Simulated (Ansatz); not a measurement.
# KCl: energy along a strain

KCl, Fm-3m, a = 6.312 Å (as given, not relaxed at this level: 0.6 GPa). Ansatz: PBE, PAW, 420 eV, Γ-centred 6×6×6 mesh on 2 atoms, Gaussian smearing 0.05 eV; no spin polarisation. Cell vectors (Å): 0.000 3.156 3.156; 3.156 0.000 3.156; 3.156 3.156 0.000. The cell is strained by x per cent times the pattern (1 -1 0 0 0 0) in the order xx yy zz yz xz xy (engineering shears), with fractional coordinates held. y is the free energy over the start, V0 = 31.438 Å³/atom. Symmetry makes y even in x.

| x (%) | y (meV/atom) |
| --- | --- |
| -6.00 | ? |
| -3.00 | 6.51 |
| 0.00 | 0.00 |
| 0.75 | 0.40 |
| 1.50 | 1.61 |
| 2.25 | 3.64 |
| 3.75 | 10.26 |
| 4.50 | 14.91 |
| 5.25 | 20.53 |

Task: Fit y = c2 x² + c4 x⁴ to the other rows, get the stiffness along the pattern, and predict the missing energy.

Result: Least squares on the rows shown. y = 0.71318 x² + 0.0011481 x⁴. The clamped-ion stiffness p·C·p = 2 × 7.132 eV × 160.2 / 31.438 Å³ = 73 GPa (second derivative at the start, which stands under stress). At x = -6.00 the fit asked for gives 27.16 meV/atom. The run gave 27.17 meV/atom, so the fit is 0.01 meV/atom too low, a small miss on the scale of the series.